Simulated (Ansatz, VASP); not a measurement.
One calculation of GaCo, two programs

```
CELL_PARAMETERS angstrom
0.00000 2.40053 2.40053
2.40053 0.00000 2.40053
2.40053 2.40053 0.00000
ATOMIC_POSITIONS crystal
Ga 0.00000 0.00000 0.00000
Co 0.50000 0.50000 0.50000
```

Alike in both runs: functional PBE; k mesh 6 × 6 × 6; occupations gaussian, width 0.1 eV; no spin polarisation.

Ansatz relaxed the structure, and its values are those at the end. VASP's run is a single point on that final structure, the one shown.

|  | VASP | Ansatz |
| --- | --- | --- |
| version | VASP 6.6.1 | Ansatz 0.2.0 |
| potentials or method | VASP PAW PBE potentials, release 64 (Ga_d, Co) | scalar-relativistic, plane waves, PAW |
| plane-wave cutoff (eV) | 520 | 420 |
| valence electrons in the cell | 22 | 30 |

```csv
,VASP,Ansatz,Ansatz less VASP
gap on the k mesh at the Fermi level (eV),0.09,0.09,-0.003
least direct gap on the mesh (eV),0.20,0.20,-0.004
pressure (GPa),0.3,0.1,-0.17
```

The two sets of potentials don't hold the same shells in valence.

Spin polarisation is off, so any magnetic state and its effect on volume and gap are missing.
